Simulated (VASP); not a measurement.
# Bi₂Se₃: band gap

Bi₂Se₃, sheet, 5 atoms in the cell. PBE, spin-orbit coupling; PAW potentials Se, Bi_d (PBE set).

## Input

INCAR.step1:
```
SYSTEM = Bi2Se3
ALGO     = Normal         ! electronic algorithm
EDIFF    = 1E-5           ! SCF threshold, eV
ENCUT    = 520            ! plane-wave cutoff, eV
GGA      = PE             ! functional
GGA_COMPAT= .FALSE.      
ISIF     = 2              ! what is computed and relaxed
ISMEAR   = 0              ! smearing method
KPAR     = 4            
LASPH    = .TRUE.         ! aspherical terms in the spheres
LCHARG   = .FALSE.        ! write CHGCAR
LREAL    = .FALSE.        ! projectors in reciprocal space
LSORBIT  = .TRUE.         ! spin-orbit coupling
LWAVE    = .TRUE.         ! write WAVECAR
MAGMOM   = 0 0 0 0 0 0 0 0 0 0 0 0 0 0 0 ! initial moments
NBANDS   = 63             ! bands
NELM     = 150            ! most SCF steps
PREC     = Accurate       ! precision mode
SIGMA    = 0.02           ! smearing width, eV
```

INCAR.step2, as INCAR.step1 but for:
```
- EDIFF = 1E-5
- ISIF = 2
- LWAVE = .TRUE.
- NELM = 150
+ EDIFF = 1E-6
+ ISIF = 0
+ ISTART = 1
+ LMIXTAU = .TRUE.
+ LWAVE = .FALSE.
+ NELM = 300
```

KPOINTS:
```
k-points
0
Gamma
  6 6 1
```

KPOINTS_OPT:
```
path GMKGALHA,LM,KH
10
line-mode
reciprocal
 0.0000000000  0.0000000000  0.0000000000  G
 0.5000000000  0.0000000000  0.0000000000  M

 0.5000000000  0.0000000000  0.0000000000  M
 0.3333333333 -0.3333333333  0.0000000000  K

 0.3333333333 -0.3333333333  0.0000000000  K
 0.0000000000  0.0000000000  0.0000000000  G

 0.0000000000  0.0000000000  0.0000000000  G
 0.0000000000  0.0000000000 -0.5000000000  A

 0.0000000000  0.0000000000 -0.5000000000  A
 0.5000000000  0.0000000000 -0.5000000000  L

 0.5000000000  0.0000000000 -0.5000000000  L
 0.3333333333 -0.3333333333 -0.5000000000  H

 0.3333333333 -0.3333333333 -0.5000000000  H
 0.0000000000  0.0000000000 -0.5000000000  A

 0.5000000000  0.0000000000 -0.5000000000  L
 0.5000000000  0.0000000000  0.0000000000  M

 0.3333333333 -0.3333333333  0.0000000000  K
 0.3333333333 -0.3333333333 -0.5000000000  H
```

POSCAR:
```
Bi2Se3
1.0
    4.1430000000      0.0000000000      0.0000000000
    2.0715000000      3.5879432479      0.0000000000
    0.0000000000      0.0000000000     22.9661842666
Se Bi
3 2
Direct
    0.0000000000      0.0000000000      0.5000000000
    0.3333333333      0.3333333333      0.6516617690
    0.6666666667      0.6666666667      0.3483382310
    0.3333333333      0.3333333333      0.4158773855
    0.6666666667      0.6666666667      0.5841226145
```

Commands (each step's output is kept before the next begins):
```
cat potpaw_PBE.64/Se/POTCAR potpaw_PBE.64/Bi_d/POTCAR > POTCAR
cp INCAR.step1 INCAR
mpirun -np 4 vasp_ncl > vasp.out
cp INCAR.step2 INCAR
mpirun -np 4 vasp_ncl > vasp.out
```

## Result

- Gap, path and mesh (eV): 0.47
- Direct gap, path and mesh (eV): 0.86
- Gap on the mesh (eV): 0.53

VASP 6.6.1 took 826 s on 4 cores (AMD EPYC 7R13 (Zen 3)), a shared host.
